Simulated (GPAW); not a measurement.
**free-standing square Os monolayer, spacing 3.069 A: exchange couplings by hand from total energies**

Can a spin model with one coupling foretell the energy of a further order of free-standing square Os monolayer, spacing 3.069 A?

Program: GPAW 26.7.0. Level of theory: PBE; plane waves with GPAW's PAW setups, scalar-relativistic. Results are calculated unless marked as measured.

## (1) The starting structure

The cell holds 1 atom: 1 Os. Its edges and angles: a = 3.069 Å, b = 3.069 Å, c = 14.000 Å, α = 90.0°, β = 90.0°, γ = 90.0°. model lattice. Vacuum lies along c.

## (2) The parallel order

All energies count from this run.

order1.py

```python
import json
import numpy as np
from ase import Atoms
from ase.parallel import paropen, parprint
from gpaw import GPAW

atoms = Atoms(['Os'],
    cell=[[3.069, 0.0, 0.0],
         [0.0, 3.069, 0.0],
         [0.0, 0.0, 14.0]],
    scaled_positions=[[0.0, 0.0, 0.5]],
    pbc=True,
    magmoms=[1.0])
atoms.calc = GPAW(mode={'name': 'pw', 'ecut': 550},
    xc='PBE',
    kpts={'size': (10, 10, 1), 'gamma': True},
    occupations={'name': 'fermi-dirac', 'width': 0.05},
    convergence={'density': 1e-05, 'energy': 1e-05},
    maxiter=200,
    eigensolver='davidson',
    symmetry={'tolerance': 1e-4},
    txt='order1.txt')
e = atoms.get_potential_energy(force_consistent=True)
res = {'free_energy': e, 'energy_sigma0': atoms.get_potential_energy(), 'fermi_energy': atoms.calc.get_fermi_level()}
res['moments'] = atoms.get_magnetic_moments().tolist()
res['total'] = atoms.get_magnetic_moment()
parprint('site moments (muB):', np.round(res['moments'], 3))
parprint(f"total moment: {res['total']:.3f} muB")
parprint(f'free energy: {e:.6f} eV')
atoms.calc.write('order1.gpw')
n = atoms.calc.get_pseudo_density()
up, down = (atoms.calc.get_pseudo_density(spin=i) for i in (0, 1))
np.savez('grids.npz', density=n, spin=up - down)
with paropen('results.json', 'w') as f:
    json.dump(res, f)
```

Run with:

```bash
> OMP_NUM_THREADS=1 python3 order1.py > order1.log
```

The program printed:

```text
site moments (muB): [2.323]
total moment: 2.811 muB
free energy: -5.834077 eV

--- order1.txt ---
Input parameters:
  mode=PW(ecut=550),
  convergence={'density': 1e-05, 'energy': 1e-05},
  eigensolver=Davidson(niter=2),
  kpts=MonkhorstPack(size=(10, 10, 1), gamma=True),
  maxiter=200,
  occupations=Occupations(name='fermi-dirac', width=0.05),
  symmetry=Symmetry(tolerance=0.0001),
  xc=XC(name='PBE')

[...]
|          3 |        -7.522 |     1.000 |        -6.831 |     1.000 |
|          4 |        -5.627 |     1.000 |        -4.690 |     1.000 |
[...]
|          8 |        -2.511 |     0.125 |        -0.733 |     0.000 |
|          9 |        -1.408 |     0.000 |        -0.592 |     0.000 |
|         10 |         1.803 |     0.000 |         1.978 |     0.000 |
|         11 |         2.903 |     0.000 |         3.065 |     0.000 |

No gap
No difference between direct/indirect transitions


[key lines of the parts left out:]
Free energy:      -5.834077
Converged in 22 steps
dipole moment: (-10.787211, -10.787211, -0.000004)  # |e|*Ang
Fermi level: -2.608
```

Run time: 26 s. Hardware: 1 MPI rank of Intel Xeon 6975P-C (Granite Rapids), shared host; peak memory 0.23 GiB.

Spin moment in the augmentation sphere by atom:

```csv
atom,spin moment in the augmentation sphere (μB)
Os1,2.32
```

This step gave:

| Property | Result |
| --- | --- |
| magnetization | 2.811 μB |
| final state | ferromagnetic |

After 22 cycles the largest moment stands at 2.32 μB.

## (3) The orders used for the fit

The other orders were run with the same settings, on meshes that hold the same points. Free energies (smearing 0.05 eV, its entropy term included) are divided by the number of Os atoms; q is in fractions of the reciprocal vectors of the first run's cell.

```csv
order,atoms,mesh,free energy (eV),eV per Os,largest moment (μB)
F +,1,10×10×1,-5.8341,-5.8341,2.32
"AF q=(1/2,1/2,0) +-",2,5×10×1,-11.4484,-5.7242,1.98
```

## (4) Counting neighbours

With E = −Σ J e_i·e_j over ordered pairs of unit vectors, turning a neighbour from parallel to opposed costs 2J a Os atom. So an order lies 2 Σ n J over the parallel one, n being the opposed neighbours in each shell.

```csv
shell,distance (Å),neighbours,"opposed in AF q=(1/2,1/2,0) +-","opposed in AF q=(0,1/2,0) +-"
J1,3.07,4,4,2
J2,4.34,4,0,4
```

Only J1 is kept.

## (5) Solving

```
2 × 4 × J1 = +109.88 meV    (AF q=(1/2,1/2,0) +-)
J1 = +13.74 meV
```

## (6) The test

The couplings now give the orders that were left out:

```
2 × 2 × (+13.74) = +54.96 meV    (AF q=(0,1/2,0) +-)
```

The runs themselves:

```csv
order,atoms,mesh,free energy (eV),eV per Os,largest moment (μB),over the parallel order (meV),foretold (meV)
"AF q=(0,1/2,0) +-",2,10×5×1,-11.5375,-5.7687,2.12,+65.34,+54.96
```

## (7) What came out

```json
{
 "J1 (Os–Os at 3.07 Å)": "13.7 meV",
 "largest miss on the orders left out": "10 meV"
}
```

The model misses the order left out by 10 meV, 9.4 % of the span of the orders, so it holds on this test. The first dropped shell that the test feels is J2 at 4.34 Å. The site moments spread by 15 % over the orders, so moments are not rigid and part of the miss lies outside a spin model. In a metal couplings reach far, and the mesh was not tested. The couplings are effective ones: further shells with opposed neighbours are folded into them or show in the miss. No mean-field temperature is given: it needs a model that holds, an unfrustrated order and couplings in all three dimensions.

[Logs and program files are shortened in this print: banners, set-up blocks, solver, clock and traceback lines can be left out without a mark of their own.]

[Logs are printed without paths, hosts, clocks, repeated set-up lines and the standing remarks that a program may print on its own settings, such as how far it seeks lower states.]

[Hosts, paths, dates, database ids (printed as entryN), source tags and the programs' standing remarks are cut or masked in the printed files.]

[Where a cell is said to come from a database of computed structures, the database is the Materials Project.]
